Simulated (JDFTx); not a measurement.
Crystal: K.

```
K
1.0
    -2.69756    2.69756    2.69756
     2.69756   -2.69756    2.69756
     2.69756    2.69756   -2.69756
K
1
Direct
  0.00000 0.00000 0.00000
```

```yaml
Program: JDFTx 1.7.0 (patched build)
Task: relaxation of cell and atoms
Functional: PBE
Potentials_or_basis: SPMS-PBE-1.0 with smoothed tails
Cutoff: 1088 eV
Density_cutoff: 4354 eV
k_mesh: 7 × 7 × 7
Occupations: fermi-dirac, width 0.05 eV
Spin: no spin polarisation
```

At the start: pressure -0.2 GPa; volume 78.52 Å³/atom.

Q: Where does the relaxation end?

A: Over 5 steps the energy falls by 3.3 meV/atom and the volume is 73.63 Å³/atom (-6.2 %); space group Im-3m (No. 229, to 0.05 Å).

Step by step:
| step | energy change (eV) | largest force (eV/Å) | pressure (GPa) | volume (Å³) |
| --- | --- | --- | --- | --- |
| 1 | 0.0000 | 0.0000 | -0.20 | 78.52 |
| 2 | -0.0005 | 0.0000 | -0.19 | 78.11 |
| 3 | -0.0033 | 0.0000 | 0.01 | 73.47 |
| 4 | -0.0033 | 0.0000 | 0.00 | 73.62 |
| 5 | -0.0033 | 0.0000 | 0.00 | 73.63 |

Final structure:
```
K
1.0
    -2.64036    2.64036    2.64036
     2.64036   -2.64036    2.64036
     2.64036    2.64036   -2.64036
K
1
Direct
  0.00000 0.00000 0.00000
```

Caveat: the plane waves are those of the starting cell, so after so large a change of volume the result is rough.
